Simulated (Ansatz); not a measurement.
Runs of Ansatz 0.2.0 on Ti2O. The structure is trigonal, space group P-3m1 (No. 164). Conventional cell: a = 2.919 Å, b = 2.919 Å, c = 4.713 Å, α = 90.00°, β = 90.00°, γ = 120.00°. Around Ti (site symmetry 3m) lie 3 O at 2.14 Å. O (site symmetry -3m) is surrounded by 6 Ti at 2.14 Å. 

```tsv
task	level	cutoff (eV)	points for each segment of the path	gap on the mesh (eV)	pressure (GPa)	largest force (eV/Å)
single point	r2SCANh	500	-	none	7.3	0.87
single point	r2SCAN50	500	-	none	(c)	(a)
single point	r2SCAN0	500	-	none	(b)	0.70
band structure	HSEsol	420	4	none	0.8	1.01
single point	B3LYP	420	-	none	11.9	0.55
```

Alike in all rows: potentials or basis Ansatz PAW; no spin polarisation; cell as given; k mesh 5 × 5 × 3; smearing fermi-dirac 0.05 eV; the mesh is coarse, so values aren't converged.

Question: Estimate the missing entries.

Answer: (a) 0.41; (b) 4.6; (c) 0.5.

Caveats: all runs use coarse meshes; the PAW data sets come from PBE, with cores solved anew for the run's functional, which leaves a small shift of forces and pressure; the thresholds are loose for stress; forces of over 1 eV/Å show positions far from the minimum, so gaps and moduli don't describe the material at rest (some runs).

A gap of «none» marks a metal or a gap under the smearing width.
